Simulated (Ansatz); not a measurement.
## fcc Co(111) / fcc Ir(111) interface: specific resistance

How much resistance does one fcc Co(111) / fcc Ir(111) interface add to a current across the layers?

Method: Ansatz plane-wave DFT, PBE, PAW files, collinear spin; ballistic transport by layer matching (Landauer), zero bias; PAW set soft_1, in the first sound run; inputs show where later runs differ, in Ansatz 0.2.0.

## 1. Set-up

The cell holds 18 atoms: 9 Co and 9 Ir. Its edges and angles: a = 2.610 Å, b = 2.610 Å, c = 38.544 Å, α = 90.0°, β = 90.0°, γ = 120.0°. It derives from Co and Ir. Regions: Co, 9 atoms (9 Co); Ir, 9 atoms (9 Ir). The structure's axis is c.

## 2. Transmission: PBE

Both metals share one in-plane lattice, the mean of the two, each at its own atomic volume. The two leads are named in the middle of each metal, so that only one of the cell's two interfaces is crossed. The mesh across the current, 54×54, is finer than the density's, because channels open and close sharply across the zone. Energies from -0.27 to 0.27 eV in steps of 0.036 eV cover the slope of the Fermi function at 300 K, so the program can form a conductance.

File input.yaml:

```yaml
crystal:
  lattice:
    - [2.6099286214, 0.0, 0.0]
    - [-1.3049643107, 2.2602644882, 0.0]
    - [0.0, 0.0, 38.5439882177]
  atoms:
    - { symbol: Co, position: [0.0, 0.0, 0.0259443832], spin: 2.0 }
    - { symbol: Co, position: [0.3333333333, 0.6666666667, 0.0748275365], spin: 2.0 }
    - { symbol: Co, position: [0.6666666667, 0.3333333333, 0.1237106898], spin: 2.0 }
    - { symbol: Co, position: [0.0, 0.0, 0.1725938431], spin: 2.0 }
    - { symbol: Co, position: [0.3333333333, 0.6666666667, 0.2214769964], spin: 2.0 }
    - { symbol: Co, position: [0.6666666667, 0.3333333333, 0.2703601496], spin: 2.0 }
    - { symbol: Co, position: [0.0, 0.0, 0.3192433029], spin: 2.0 }
    - { symbol: Co, position: [0.3333333333, 0.6666666667, 0.3681264562], spin: 2.0 }
    - { symbol: Co, position: [0.6666666667, 0.3333333333, 0.4170096095], spin: 2.0 }
    - { symbol: Ir, position: [0.0, 0.0, 0.4725651651] }
    - { symbol: Ir, position: [0.3333333333, 0.6666666667, 0.5347931229] }
    - { symbol: Ir, position: [0.6666666667, 0.3333333333, 0.5970210807] }
    - { symbol: Ir, position: [0.0, 0.0, 0.6592490385] }
    - { symbol: Ir, position: [0.3333333333, 0.6666666667, 0.7214769964] }
    - { symbol: Ir, position: [0.6666666667, 0.3333333333, 0.7837049542] }
    - { symbol: Ir, position: [0.0, 0.0, 0.845932912] }
    - { symbol: Ir, position: [0.3333333333, 0.6666666667, 0.9081608698] }
    - { symbol: Ir, position: [0.6666666667, 0.3333333333, 0.9703888276] }
magnetization:
  spin_polarized: true
kpoints:
  mp_grid: { grid: [16, 16, 1] }
hamiltonian:
  xc: pbe
  pseudopotentials: { kind: paw, azcp: { folder: soft_1 } }
scf:
  occupations: { method: fermi_dirac, width: 0.1 }
output:
  transmission:
    leads: [[3, 4], [12, 13]]
    kmesh: [54, 54]
    e_range: [-0.27, 0.27]
    de: 0.036
  write_potential: true
  write_density: true
  volumetric_format: npy
  elf: true
```

Launch:

```sh
$ ansatz run input.yaml --threads 4 --pin off --max-ram 15360MiB --backend cpu --events-out ev --progress --plain --runs-dir out
```

Numbers of over 12 decimals in the logs are rounded to 6 here.

Log:

```text
Engine: ansatz 0.2.0, aarch64-unknown-linux-gnu
Pseudopotentials: kind: paw
Pseudopotential: Co, paw, valence charge 17, recommended cutoff 420 eV (normal), soft_1/Co.paw.azcp
Pseudopotential: Ir, paw, valence charge 17, recommended cutoff 420 eV (normal), soft_1/Ir.paw.azcp
Functional definition: PBE
  parameter kappa = 0.804
  parameter beta = 0.066725
  exchange = pbe_x(kappa = kappa, mu = beta*pi^2/3)
  correlation = pbe_c(beta = beta)
Crystal: 18 atoms, lattice volume = 227.376 Å³
Basis set: ecut = 420 eV, 4563 PW (Γ)
Bands: 195, of which v1, the nominal top of the filled ones, is band 153 counted from 1 (152 counted from 0)
Symmetry: 12 space group operations
Space group: P-3m1 (ITA 164), of the structure as read, at distance tolerance 6.1e-5 Å
Magnetic group: BNS 164.85 (UNI 1315), of the structure as read, at distance tolerance 6.1e-5 Å
k-points: 30 of 256
Non-local potential: Co, projectors of the file, l = 0: 3, l = 1: 2, l = 2: 3, l = 3: 1
Non-local potential: Ir, projectors of the file, l = 0: 3, l = 1: 2, l = 2: 2, l = 3: 1
PAW form: soft (Blöchl's): semilocal exchange-correlation on the pseudo side does not see the compensation charge
PAW one-centre angular grid: Co, 590 points (default); XC on 64 Gauss nodes
PAW one-centre angular grid: Ir, 590 points (default); XC on 64 Gauss nodes
Initial density: superposition of atomic densities (chi_scale 0.1, normalization cell)
Starting moments: Σ|m| = 18 μB on 9 of 18 sites
Initial wavefunctions: pseudopotential atomic-orbital guess
Functional: x = pbe(κ = 0.804, μ = 0.219515), c = pbe(β = 0.066725)
SCF iter   1: F=—  HF=-153559.799786 eV  |F-HF|=—  |Δ(HF+E_count)|=         —  Δρ=3.57e-2 (↑3.44e-2 ↓3.57e-2)  dr2=4.07e2  dr2_m=3.85e-1  M=14.718 μB ∫|m|=15.365 μB  β_m=0.30  ethr=3.10e-3  ⟨swp⟩=5.3  Hψ=37361  notcnv=0  defer=342
Mixer restart at iter 1: flushing history
preconditioner: auto → Kerker (q_TF=auto, 2.867 Å⁻¹)  [metal: Δε(μ)=0.003 eV  Ē_g=7.984 eV  σ=0.100 eV  W_gap=0.01  n_scr=88 (ndim 8)  ℏωp=31.3 eV  f_vac=0.000  D(μ)=20.12/eV (n_scr^D=258)]
spin=Collinear: Kerker preconditioning applied to the charge; magnetization (m = ρ↑ − ρ↓) channel mixes plain (no charge-response kernel on spin).
SCF iter   2: F=—  HF=-153559.042445 eV  |F-HF|=—  |Δ(HF+E_count)|=   7.57e-1  Δρ=3.78e-2 (↑2.25e-2 ↓3.78e-2)  dr2=5.22e2  dr2_m=4.53e-1  M=13.900 μB ∫|m|=14.727 μB  β_m=0.55  ethr=3.10e-3  ⟨swp⟩=2.0  Hψ=14448  notcnv=0  defer=887
SCF iter   3: F=—  HF=-153560.148420 eV  |F-HF|=—  |Δ(HF+E_count)|=    1.11e0  Δρ=6.46e-2 (↑3.04e-2 ↓6.46e-2)  dr2=7.39e2  dr2_m=9.10e-1  M=12.936 μB ∫|m|=13.889 μB  β_m=0.57  ethr=3.10e-3  ⟨swp⟩=2.0  Hψ=12935  notcnv=0  defer=891
SCF iter   4: F=—  HF=-153565.213682 eV  |F-HF|=—  |Δ(HF+E_count)|=    5.07e0  Δρ=5.29e-2 (↑1.86e-2 ↓5.29e-2)  dr2=2.49e2  dr2_m=8.68e-1  M=13.160 μB ∫|m|=14.533 μB  β_m=0.46  ethr=3.10e-3  ⟨swp⟩=2.0  Hψ=14369  notcnv=0  defer=911
SCF iter   5: F=—  HF=-153564.552181 eV  |F-HF|=—  |Δ(HF+E_count)|=   6.62e-1  Δρ=9.78e-3 (↑5.03e-3 ↓9.78e-3)  dr2=2.90e1  dr2_m=7.68e-2  M=14.547 μB ∫|m|=15.987 μB  β_m=0.44  ethr=3.10e-3  ⟨swp⟩=2.5  Hψ=14564  notcnv=0  defer=952
SCF iter   6: F=—  HF=-153564.414583 eV  |F-HF|=—  |Δ(HF+E_count)|=   1.38e-1  Δρ=5.31e-3 (↑5.31e-3 ↓4.32e-3)  dr2=5.32e-1  dr2_m=7.08e-3  M=14.944 μB ∫|m|=16.406 μB  β_m=0.59  ethr=3.10e-3  ⟨swp⟩=1.3  Hψ=13101  notcnv=0  defer=949
SCF iter   7: F=—  HF=-153564.444594 eV  |F-HF|=—  |Δ(HF+E_count)|=   3.00e-2  Δρ=2.36e-3 (↑2.36e-3 ↓1.58e-3)  dr2=1.45e0  dr2_m=2.24e-3  M=15.091 μB ∫|m|=16.507 μB  β_m=0.59  ethr=1.74e-4  ⟨swp⟩=2.0  Hψ=14310  notcnv=0  defer=952
SCF iter   8: F=—  HF=-153564.439486 eV  |F-HF|=—  |Δ(HF+E_count)|=   5.11e-3  Δρ=1.99e-3 (↑1.34e-3 ↓1.99e-3)  dr2=1.52e-1  dr2_m=1.79e-3  M=15.218 μB ∫|m|=16.656 μB  β_m=0.50  ethr=1.74e-4  ⟨swp⟩=1.5  Hψ=11829  notcnv=0  defer=952
SCF iter   9: F=—  HF=-153564.437665 eV  |F-HF|=—  |Δ(HF+E_count)|=   1.82e-3  Δρ=9.03e-4 (↑5.01e-4 ↓9.03e-4)  dr2=3.33e-2  dr2_m=6.91e-4  M=15.217 μB ∫|m|=16.654 μB  β_m=0.58  ethr=4.96e-5  ⟨swp⟩=1.0  Hψ=12660  notcnv=0  defer=952
[...]
SCF iter  14: F=—  HF=-153564.438114 eV  |F-HF|=—  |Δ(HF+E_count)|=   1.29e-5  Δρ=7.78e-5 (↑3.08e-5 ↓7.78e-5)  dr2=4.95e-4  dr2_m=2.15e-6  M=15.217 μB ∫|m|=16.655 μB  β_m=0.48  ethr=1.00e-6  ⟨swp⟩=1.0  Hψ=11700  notcnv=0  defer=952
SCF iter  15: F=—  HF=-153564.438116 eV  |F-HF|=—  |Δ(HF+E_count)|=   2.39e-6  Δρ=2.53e-5 (↑1.73e-5 ↓2.53e-5)  dr2=3.49e-5  dr2_m=4.22e-7  M=15.214 μB ∫|m|=16.652 μB  β_m=0.46  ethr=1.62e-7  ⟨swp⟩=1.0  Hψ=11700  notcnv=0  defer=952
SCF iter  16: F=—  HF=-153564.438116 eV  |F-HF|=—  |Δ(HF+E_count)|=   1.35e-7  Δρ=2.85e-5 (↑1.35e-5 ↓2.85e-5)  dr2=4.44e-6  dr2_m=3.12e-7  M=15.215 μB ∫|m|=16.653 μB  β_m=0.48  ethr=1.14e-8  ⟨swp⟩=1.0  Hψ=11700  notcnv=0  defer=952
SCF iter  17: F=—  HF=-153564.438117 eV  |F-HF|=—  |Δ(HF+E_count)|=   4.73e-7  Δρ=2.51e-5 (↑5.92e-6 ↓2.51e-5)  dr2=4.11e-6  dr2_m=2.48e-7  M=15.215 μB ∫|m|=16.653 μB  β_m=0.57  ethr=1.45e-9  ⟨swp⟩=1.0  Hψ=11701  notcnv=0  defer=952
SCF iter  18: F=—  HF=-153564.438117 eV  |F-HF|=—  |Δ(HF+E_count)|=   9.16e-8  Δρ=1.09e-5 (↑3.18e-6 ↓1.09e-5)  dr2=4.30e-6  dr2_m=4.69e-8  M=15.215 μB ∫|m|=16.653 μB  β_m=0.58  ethr=1.34e-9  ⟨swp⟩=1.0  Hψ=11700  notcnv=0  defer=952
SCF iter  19: F=—  HF=-153564.438117 eV  |F-HF|=—  |Δ(HF+E_count)|=  5.24e-10  Δρ=4.67e-6 (↑2.32e-6 ↓4.67e-6)  dr2=9.29e-7  dr2_m=6.79e-9  M=15.215 μB ∫|m|=16.653 μB  β_m=0.49  ethr=1.34e-9  ⟨swp⟩=1.0  Hψ=11700  notcnv=0  defer=952
SCF iter  20: F=—  HF=-153564.438117 eV  |F-HF|=—  |Δ(HF+E_count)|=   6.46e-9  Δρ=2.33e-6 (↑1.28e-6 ↓2.33e-6)  dr2=2.32e-7  dr2_m=2.11e-9  M=15.215 μB ∫|m|=16.653 μB  β_m=0.44  ethr=3.04e-10  ⟨swp⟩=1.0  Hψ=11700  notcnv=0  defer=952
SCF iter  21: F=—  HF=-153564.438117 eV  |F-HF|=—  |Δ(HF+E_count)|=  7.86e-10  Δρ=1.83e-6 (↑6.27e-7 ↓1.83e-6)  dr2=2.05e-7  dr2_m=1.11e-9  M=15.215 μB ∫|m|=16.653 μB  β_m=0.41  ethr=7.60e-11  ⟨swp⟩=1.0  Hψ=11700  notcnv=0  defer=952
SCF iter  22: F=—  HF=-153564.438117 eV  |F-HF|=—  |Δ(HF+E_count)|=  2.33e-10  Δρ=1.70e-6 (↑4.88e-7 ↓1.70e-6)  dr2=1.48e-7  dr2_m=1.01e-9  M=15.215 μB ∫|m|=16.653 μB  β_m=0.71  ethr=6.70e-11  ⟨swp⟩=1.0  Hψ=11700  notcnv=0  defer=952
SCF iter  23: F=-153564.438117 eV  HF=-153564.438117 eV  |F-HF|=6.34e-9  |Δ(HF+E_count)|=  3.78e-10  Δρ=8.44e-7 (↑2.99e-7 ↓8.44e-7)  dr2=6.74e-9  dr2_m=2.60e-10  M=15.215 μB ∫|m|=16.653 μB  ethr=3.27e-11  ⟨swp⟩=8.0  Hψ=39919  notcnv=0
SCF 1 converged in 23 iterations: F = -153564.438117 eV  dr2 = 6.74e-9
  greatest PAW one-centre occupation: 1.001 electrons in one spin orbital (limit 2), on the Co atom at site 4 (counted from 0), in its partial waves of l = 1
transmission: 1789 of 17886 steps passed
transmission: 3578 of 17886 steps passed
[...]
transmission: 17886 of 17886 steps passed
SCF converged after 23 iterations
Magnetization: 15.2151 μB (160.6075 up, 145.3925 down)
Absolute magnetization: 16.6667 μB (∫|ρ↑−ρ↓|, with the PAW one-centre terms)
Spin contamination: 0.8000 ħ² per cell (⟨S²⟩ above its minimum at these occupations)
Per-site moments (μB) at R_I (Å): [(1.676293, 0.995194), (1.751786, 0.995194), (1.746585, 0.995194), (1.748900, 0.995194), (1.747323, 0.995194), (1.748900, 0.995194), (1.746585, 0.995194), (1.751786, 0.995194), (1.676293, 0.995194), (0.124685, 1.076596), (-0.027425, 1.076596), (-0.010320, 1.076596), (-0.00078196, 1.076596), (0.011527, 1.076596), (-0.00078196, 1.076596), (-0.010320, 1.076596), (-0.027425, 1.076596), (0.124685, 1.076596)]
Free energy (F): -153564.438117 eV
Harris-Foulkes:  -153564.438117 eV  (|F-HF|=6.34e-9)
Internal energy: -153563.747258 eV  (E = F + TS)
E sigma→0 (E₀):  -153564.092687 eV
Entropy (-TS):   -0.690859 eV (-38.381 meV/atom)
Fermi energy:    22.438288 eV
--- Per-component energies (eV) ---
  E_band       = -2884.795000
  E_kinetic    = 7493.804258
  E_local      = -67239.103776  (includes V_loc(G=0)·N_el)
  E_nonlocal   = 5622.005316
  E_hartree    = 31066.521300
  E_xc         = -2905.093077
  E_vxc        = -3382.486077  (∫ρ·V_xc dr)
  E_paw        = -97531.062143  (= ΣΔE_a)
  E_vpaw       = -7512.049891  (= ΣTr[D̂ρ^β])
  E_aug_tail   = 0.002956  (compensation charges beyond the density's cutoff)
  E_ewald      = -30070.822091
  E_smearing   = -0.690859  (= −TS)
  E_closure    = -0.000000  (closes the sum)
  Σ components = -153564.438117   (vs F -153564.438117, Δ=0.00e0)
--- Band table (eV; the first three rows and the last of 60) ---
  k-point 0 ↑: bands = [... 149 lower, 20.7694, 20.7694, 20.9724, 20.9724, 21.1563, 21.2713, 21.2713, 21.5517, ... 38 higher]
  k-point 1 ↑: bands = [... 149 lower, 20.7514, 20.7945, 20.8514, 20.9834, 21.0846, 21.1900, 21.2735, 21.3786, ... 38 higher]
  k-point 2 ↑: bands = [... 149 lower, 20.7890, 20.8119, 20.8361, 20.8618, 20.8963, 21.0101, 21.0246, 21.1493, ... 38 higher]
  k-point 29 ↓: bands = [... 149 lower, 22.8685, 22.9758, 23.0848, 23.1128, 23.2252, 23.2253, 23.2808, 23.3254, ... 38 higher]
--- Transmission ---
  basis      : 55 plane waves across, 33 finite elements along
  points     : 271, standing for a mesh of 54 x 54
  filling    : by the input's occupations and mesh, since the crystals that have channels conduct as metals do. If one of these is a semiconductor, that mesh has misplaced its level
  energies   : 16 from -0.270000 to 0.270000 eV about the Fermi level, 0.036000 eV apart; the leads are filled to 0.000000 eV, and channels, transmission and decay are at 0.018000 eV
  crystal 0  : Co1, at the sites [3, 4], period 1.8842 Å, over 16.96 Å; its Hamiltonian steps by up to 2.7 meV
    offset         : up to 0.0000 Å between an atom of the period and one for which it stands
    filled         : 3.8 meV under the level at which it is neutral
    channels       : 7.462277e-1 up, 1.508573e0 down
    conductance    : 1.4668e15 S/m² at 300 K; may be off by some 0.0 % by where its bands' edges are placed, 0.8 % from the k-mesh, 0.2 % from the distance to neutral
    slowest decay  : 0.0071 /Å at (0.1481, 0.1481)
  crystal 1  : Ir1, at the sites [12, 13], period 2.3985 Å, over 21.59 Å; its Hamiltonian steps by up to 2.9 meV
    offset         : up to 0.0000 Å between an atom of the period and one for which it stands
    filled         : 20.0 meV under the level at which it is neutral
    channels       : 1.568587e0 up, 1.568587e0 down
    conductance    : 2.0794e15 S/m² at 300 K; may be off by some 0.0 % by where its bands' edges are placed, 1.1 % from the k-mesh, 0.5 % from the distance to neutral
    slowest decay  : 0.0385 /Å at (0.4074, 0.1852)
  junction   : crystal 0 to crystal 1, 8.78 to 25.91 Å
    transmission   : 6.092613e-1 up, 9.748507e-1 down
    conductance    : 1.0350e15 S/m² at 300 K (1.0275e15 on every other point, 1.0429e15 on every other energy)
    error estimate : 0.8 % from the energy spacing and 16.6 % from band edges of the leads and from resonances (wavevectors taken as independent; lower de), 1.0 % from the k-mesh, 20.8 % from the steps of its leads' Hamiltonians or their offsets (lay more layers), 1.1 % from the distance to neutral
    resistance     : 3.6752e-4 Ω µm² beyond half of each lead's own
```

Run time: 14 min. Hardware: 4 threads of Arm Neoverse N1, shared host; peak memory 2.4 GiB; 43 min of CPU time.

Reading the cycles: dr2 is the Hartree energy of the density residual (eV), the measure of convergence; HF is the Harris–Foulkes estimate of the energy, which meets the free energy F at convergence.

This step gave:

```
free energy                                                                : -153564.4381 eV
energy at zero smearing                                                    : -153564.0927 eV
Fermi energy                                                               : 22.44 eV
magnetization                                                              : 15.22 μB
absolute magnetization                                                     : 16.67 μB
cell area                                                                  : 5.899 Å²
step of the lead's potential                                               : 2.7 meV
ballistic conductance of the lead                                          : 1.47e15 S/m²
estimated errors of the lead's conductance                                 : 0, 0.8, 0.2 % (band edges, k-mesh, distance from neutral)
lead conductance per cell                                                  : 1.117 G₀
step of the upper lead's potential                                         : 2.9 meV
ballistic conductance of the upper lead                                    : 2.08e15 S/m²
conductance of the junction                                                : 1.04e15 S/m²
junction conductance per cell                                              : 0.7880 G₀
estimated errors of the junction's conductance                             : 0.8, 16.6, 1, 20.8, 1.1 % (energy step, band edges, k-mesh, leads' steps, distance from neutral)
area resistance that the stack adds (contact term taken off, spin by spin) : 0.3675 fΩ m²
```

Per spin. Transmission, zone mean against energy, zero at the Fermi level:

```tsv
energy (eV)	T up	T down
-0.270	0.540	0.743
-0.234	0.548	0.770
-0.198	0.561	0.807
-0.162	0.571	0.845
-0.126	0.582	0.879
-0.090	0.595	0.904
-0.054	0.604	0.937
-0.018	0.605	0.954
0.018	0.609	0.975
0.054	0.616	1.01
0.090	0.626	1.04
0.126	0.640	1.05
0.162	0.650	1.06
0.198	0.665	1.06
0.234	0.679	1.06
0.270	0.687	1.04
```

Per spin. Open channels, zone mean against energy, zero at the Fermi level:

```tsv
energy (eV)	lead up	upper lead up	lead down	upper lead down
-0.270	0.695	1.51	1.40	1.51
-0.234	0.699	1.54	1.36	1.53
-0.198	0.707	1.56	1.37	1.56
-0.162	0.711	1.57	1.38	1.57
-0.126	0.719	1.59	1.41	1.59
-0.090	0.732	1.60	1.44	1.61
-0.054	0.738	1.58	1.42	1.59
-0.018	0.738	1.56	1.48	1.57
0.018	0.746	1.57	1.51	1.57
0.054	0.750	1.62	1.54	1.62
0.090	0.759	1.65	1.56	1.65
0.126	0.769	1.66	1.56	1.65
0.162	0.769	1.66	1.60	1.66
0.198	0.777	1.70	1.58	1.69
0.234	0.781	1.74	1.59	1.73
0.270	0.785	1.74	1.59	1.74
```

Transmission over k1 and k2. At -0.0180 eV from the Fermi level (the log's summary may quote the solved energy on the other side of it), spin up.

Ten even steps from '_' (0.000) to '@' (0.999), each cell a mean:
```
__....==****++++++++++##**--..__..__________________________
::..--**%%@@@@@@@@@@@@@@@@%%++--....________________________
::**####@@@@@@@@@@@@@@@@@@@@@@%%##**--______________________
..##@@@@@@@@%%%%@@@@%%@@%%%%@@@@@@@@@@**____________________
__##@@@@@@%%@@@@@@@@@@@@@@@@@@@@%%@@@@@@**..________________
__%%@@@@@@%%@@@@@@@@@@@@@@@@@@@@@@%%@@@@@@%%::______________
__##@@@@@@@@@@@@@@@@@@@@@@@@@@@@@@@@@@@@@@@@@@++____________
..%%@@@@@@##@@@@@@@@@@%%%%%%%%@@@@@@@@%%%%@@@@@@##::________
::##@@@@@@%%@@@@@@@@%%%%%%%%%%%%%%@@@@@@@@@@%%@@@@%%==..____
..==%%@@@@##@@@@@@@@%%%%##******##%%@@@@@@@@@@%%@@@@##--..__
__..==%%@@@@@@@@@@@@@@%%##**--::++##%%@@@@@@@@@@@@@@%%++..__
__....++@@@@@@@@@@@@@@%%%%##**--++##%%%%@@@@@@@@@@%%@@##==..
..__..++%%@@@@%%@@@@@@@@@@%%%%######%%%%@@@@@@@@@@##@@@@##==
________==%%@@@@@@@@@@@@@@@@%%%%%%%%%%%%@@@@@@@@%%@@@@@@@@**
__________..**@@@@@@%%@@@@@@@@@@@@@@@@@@@@@@@@@@##@@@@@@@@==
______________==@@@@@@@@@@@@@@@@@@@@@@@@@@@@@@@@@@@@@@@@@@--
________________::%%@@@@%%%%@@@@@@@@@@@@@@@@@@@@@@##@@@@@@--
____________________**@@@@@@@@@@@@@@@@%%%%@@@@@@@@@@@@@@@@--
______________________++%%@@@@@@@@%%@@@@@@@@%%%%@@@@@@@@%%**
________________________--==++##@@@@@@@@@@@@@@@@@@@@####++==
..________________________....::==##%%@@@@@@@@@@@@@@##--....
__________________________..____..------..........----::..__
```
Columns: k1 (b1) from -0.5 to 0.481; rows upwards: k2 (b2) from -0.5 to 0.481.

Open channels over k1 and k2. At -0.0180 eV from the Fermi level (the log's summary may quote the solved energy on the other side of it), spin up.

Ten even steps from '0' (0.00) to '9' (1.00), each cell a mean:
```
999998555579999997000000000039
999999999999999998100000000001
499999999999999999600000000000
299999999999999999980000000000
089999999999999999997100000000
089999999999999999999930000000
089999999999999999999995000000
299999999999999999999999840000
699999999999999999999999997300
999999999999999999999999999999
999999999999999999999999999999
999999999999999999999999999999
867999999999999999999999999999
000069999999999999999999999999
000002799999999999999999999995
000000049999999999999999999994
000000002899999999999999999994
000000000079999999999999999994
000000000017999999999999999999
200000000000799999999999999999
810000000000299999999999999999
994100000000499999751111155999
```
Columns: k1 (b1) from -0.5 to 0.481; rows upwards: k2 (b2) from -0.5 to 0.481.

Transmission over k1 and k2. At -0.0180 eV from the Fermi level (the log's summary may quote the solved energy on the other side of it), spin down.

Ten even steps from '0' (0.00) to '9' (1.95), each cell a mean:
```
999544431443479996412300131357
699654443444457995420200012024
345564444444455555411200000111
345554112463212455443300000013
344440134455443114444300000000
124441344666665432345300000000
444444457888889865344344332123
344445557899999987655444431112
444441456899999998765234444444
765540357899999999987522455677
998662246999998699999642155899
999664124799999999999854135589
665554422567899999998765224555
334334444356789999999765344443
320024444464579998999865464444
222222232443245787778755244422
000000001444313445556543124442
310000001444442122354221034444
321000001233455533455433456543
320100001103457655444444455675
752121001204589975444334445899
985323201332589995434303434599
```
Columns: k1 (b1) from -0.5 to 0.481; rows upwards: k2 (b2) from -0.5 to 0.481.

Spin density in the ca plane at fractional y = 0.000, with atoms of Co and Ir within 0.2 Å of it.

Ten even steps from '0' (0.0 e/Å³) to '9' (5.2 e/Å³), each cell a mean:
```
00000000362000000000000000000000000000000000
00000000010000000000000000000000000000000000
00000000000000000000000000000000000000000000
00000000000000000000000000000000000000000000
00000000000000000000000000000000000000000000
00000000000000000000000000000000000000000000
00000000131000000000000000000000000000000000
00000000493000000000000000000000000000000000
```
Columns run along c (16.0 Å, from fractional 0.24 to 0.65 of the cell), rows up along a (2.6 Å). Atoms in or near the plane, at fractional coordinates: Co at (0.32, 0.00), Ir at (0.47, 0.00).

(Part 1 of 3 ends here.)

[Logs are printed without paths, hosts, clocks, repeated set-up lines and the standing remarks that a program may print on its own settings, such as how far it seeks lower states.]

[Hosts, paths, dates, database ids (printed as entryN), source tags and the programs' standing remarks are cut or masked in the printed files.]
